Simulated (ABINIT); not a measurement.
# BAs (F-43m) in ABINIT: notebook, part 2 of 2

ABINIT 10.8.3 (patched build). Earlier steps stand in the parts before.

**3. Equation of state, BLYP**

The input, run.abi:

```
# Datasets: one volume each
ndtset 7
getwfk -1
scalecart1 3*0.9795861087
scalecart2 3*0.9864848297
scalecart3 3*0.9932883884
scalecart4 3*1.0000000000
scalecart5 3*1.0066227096
scalecart6 3*1.0131594038
scalecart7 3*1.0196128224

# Pseudopotentials
pp_dirpath "./"
pseudos "As.GGA_PBE-JTH_sp.xml, B.GGA_PBE-JTH.xml"

# Structure
acell 3*1.0 Angstrom
rprim
     0.0000000000     2.3885000000     2.3885000000
     2.3885000000     0.0000000000     2.3885000000
     2.3885000000     2.3885000000     0.0000000000
ntypat 2
znucl 33 5
natom 2
typat 1 2
xred
     0.7500000000     0.7500000000     0.7500000000
     0.0000000000     0.0000000000     0.0000000000

# Plane-wave basis
ecut 15.0
pawecutdg 30.0

# k points
kptopt 1
ngkpt 10 10 10
nshiftk 1
shiftk 0.0 0.0 0.0

# Exchange and correlation
ixc -106131

# Bands and occupations
nband 8
occopt 3
tsmear 0.05 eV

# SCF cycle
nstep 100
tolvrs 1.0e-9

# Output
iomode 3
prtwf 1
prtden 0
prteig 0
prtebands 0
enunit 2
```

Potentials or basis: JTH PAW PBE v2.0 sp.

Launch:

```
$ abinit run.abi > log 2>&1
```

run.abo:

```text
.Version 10.8.3 of ABINIT
 DATASET    1 : space group F-4 3 m (#216); Bravais cF (face-center cubic)
================================================================================
 Values of the parameters that define the memory need for DATASET  1.
     intxc =       0    ionmov =       0      iscf =      17    lmnmax =       8
     lnmax =       4     mgfft =      24  mpssoang =       2    mqgrid =    3001
     natom =       2  nloc_mem =       2    nspden =       1   nspinor =       1
    nsppol =       1      nsym =      24    n1xccc =       1    ntypat =       2
    occopt =       3   xclevel =       2
       mpw =         495          nfft =       13824          nkpt =          47
 PAW method is used; the additional fine FFT grid is defined by:
   mgfftf=        32    nfftf =     32768
================================================================================
================================================================================
[... 71 lines left out ...]
 DATASET    7 : space group F-4 3 m (#216); Bravais cF (face-center cubic)
================================================================================
 Values of the parameters that define the memory need for DATASET  7.
     intxc =       0    ionmov =       0      iscf =      17    lmnmax =       8
     lnmax =       4     mgfft =      24  mpssoang =       2    mqgrid =    3001
     natom =       2  nloc_mem =       2    nspden =       1   nspinor =       1
    nsppol =       1      nsym =      24    n1xccc =       1    ntypat =       2
    occopt =       3   xclevel =       2
       mpw =         552          nfft =       13824          nkpt =          47
 PAW method is used; the additional fine FFT grid is defined by:
   mgfftf=        36    nfftf =     46656
================================================================================
================================================================================

--------------------------------------------------------------------------------
------------- Echo of variables that govern the present computation ------------
--------------------------------------------------------------------------------
 -outvars: echo values of preprocessed input variables --------
            acell      1.8897261259E+00  1.8897261259E+00  1.8897261259E+00 Bohr
              amu      7.49215900E+01  1.08110000E+01
             ecut      1.50000000E+01 Hartree
[... 1253 lines left out ...]
  Note that boxcut > 2.2 ; recall that boxcut=Gcut(box)/Gcut(sphere) = 2
  is sufficient for exact treatment of convolution.
  Such a large boxcut is a waste : you could raise ecut
  e.g. ecut=   37.745568 Hartrees makes boxcut=2

--------------------------------------------------------------------------------

-inwffil : will read wavefunctions from disk file runo_DS6_WFK.nc

================================================================================
[... 144 lines left out ...]
-Cartesian components of stress tensor (GPa)         [Pressure=  6.4884E-01 GPa]
- sigma(1 1)= -6.48840447E-01  sigma(3 2)=  0.00000000E+00
- sigma(2 2)= -6.48840447E-01  sigma(3 1)=  0.00000000E+00
- sigma(3 3)= -6.48840447E-01  sigma(2 1)=  0.00000000E+00

== END DATASET(S) ==============================================================
================================================================================

 -outvars: echo values of variables after computation  --------
            acell      1.8897261259E+00  1.8897261259E+00  1.8897261259E+00 Bohr
           etotal1    -9.2418673330E+00
           etotal2    -9.2440302090E+00
           etotal3    -9.2457363452E+00
           etotal4    -9.2470200600E+00
           etotal5    -9.2479211082E+00
           etotal6    -9.2484773251E+00
           etotal7    -9.2487151196E+00
            fcart1     5.3286900260E-29 -6.8511728906E-29  8.3736557551E-29
                      -5.3286900260E-29  6.8511728906E-29 -8.3736557551E-29
            fcart2    -1.7008152558E-29 -1.5118357829E-29  4.7244868217E-29
                       1.7008152558E-29  1.5118357829E-29 -4.7244868217E-29
            fcart3     1.6422442075E-29  7.4604808282E-29 -4.5513625178E-29
                      -1.6422442075E-29 -7.4604808282E-29  4.5513625178E-29
            fcart4    -1.4914030649E-29 -1.4914030649E-29  4.4742091946E-29
                       1.4914030649E-29  1.4914030649E-29 -4.4742091946E-29
            fcart5     1.3426917699E-29  1.5278906347E-29 -4.2132741744E-29
                      -1.3426917699E-29 -1.5278906347E-29  4.2132741744E-29
[... 38 lines left out ...]
                       0.0000000000E+00  0.0000000000E+00  0.0000000000E+00
           xangst1     3.5096121309E+00  3.5096121309E+00  3.5096121309E+00
                       0.0000000000E+00  0.0000000000E+00  0.0000000000E+00
           xangst2     3.5343285236E+00  3.5343285236E+00  3.5343285236E+00
                       0.0000000000E+00  0.0000000000E+00  0.0000000000E+00
           xangst3     3.5587039735E+00  3.5587039735E+00  3.5587039735E+00
                       0.0000000000E+00  0.0000000000E+00  0.0000000000E+00
           xangst4     3.5827500000E+00  3.5827500000E+00  3.5827500000E+00
                       0.0000000000E+00  0.0000000000E+00  0.0000000000E+00
           xangst5     3.6064775128E+00  3.6064775128E+00  3.6064775128E+00
                       0.0000000000E+00  0.0000000000E+00  0.0000000000E+00
           xangst6     3.6298968540E+00  3.6298968540E+00  3.6298968540E+00
                       0.0000000000E+00  0.0000000000E+00  0.0000000000E+00
           xangst7     3.6530178395E+00  3.6530178395E+00  3.6530178395E+00
                       0.0000000000E+00  0.0000000000E+00  0.0000000000E+00
             xred      7.5000000000E-01  7.5000000000E-01  7.5000000000E-01
                       0.0000000000E+00  0.0000000000E+00  0.0000000000E+00
 Calculation completed.
```

It took 46 s on 1 thread of Arm Neoverse V1, shared host; peak memory 0.12 GiB.

Results:

```yaml
Equilibrium_volume: "14.53 Å³/atom (rough: see the caveat)"
Bulk_modulus: 120 GPa (rough)
```

Energy against volume, from the lowest point:
```tsv
volume (Å³/atom)	energy (meV/atom)
12.809	93.17
13.081	63.74
13.354	40.53
13.626	23.06
13.899	10.80
14.171	3.24
14.444	0.00
```

Caveat: pressures at fixed basis lie under the slope of the energies; the minimum lies outside the volumes run; the PAW data sets were made with another functional, which shifts forces and pressure a little; this set keeps more shells in the core, which shifts pressures and gaps.

**4. Against experiment**

Step 2. Measured bulk modulus of BAs: 148 GPa (quoted in “Basic Physical Properties of Cubic Boron Arsenide”, 2019, arxiv:1911.11281). This calculation gives 144 GPa (-2.5 %). The fit is for a static lattice scaled at fixed shape and fixed fractional positions.
